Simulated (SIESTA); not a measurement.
**In under changes of volume**

One of the cells (26.144 Å³/atom); the others are scaled copies at fixed shape and fractional positions:

```xyz
1
Lattice="-1.6255 1.6255 2.4737 1.6255 -1.6255 2.4737 1.6255 1.6255 -2.4737" Properties=species:S:1:pos:R:3 pbc="T T T"
In    0.0000    0.0000    0.0000
```

| Quantity | Value |
| --- | --- |
| Program | SIESTA 5.4.2 |
| Functional | PBEsol |
| Potentials or basis | PseudoDojo 0.4 standard (PBEsol files) |
| Basis | DZP (energy shift 0.003 Ry; two zetas on semicore shells) |
| Grid cutoff | 500 Ry |
| Energy shift | 0.003 Ry |
| k mesh | 11 × 11 × 11 |
| Occupations | fermi-dirac, width 0.05 eV |
| Spin | no spin polarisation |

```csv
volume (Å³/atom),energy over the lowest point (meV/atom),pressure (GPa)
24.575,?,?
25.098,3.15,1.5
25.621,0.00,0.5
26.144,0.24,-0.5
26.666,3.57,-1.4
27.189,9.44,-2.1
27.712,17.55,-2.8
```

**Question.** What does the run at 24.575 Å³/atom give?

**Answer.** Energy over the lowest point 9.62 meV/atom; pressure 2.8 GPa.

Worked out: A Birch-Murnaghan fit of order 3 (a polynomial in V^(-2/3)) to the other rows has its minimum at 25.83 Å³/atom with B0 = V·E''(V) = 49 GPa and B' = 6.2 at fixed shape and positions, which overstates the stiffness. It gives 10.34 meV/atom at 24.575 Å³/atom, against the run's 9.62, and -dE/dV = 2.9 GPa, against 2.8.

Energies are extrapolated to zero smearing.

Caveats: the basis of atomic orbitals isn't converged, which shifts pressures, moduli and gaps.
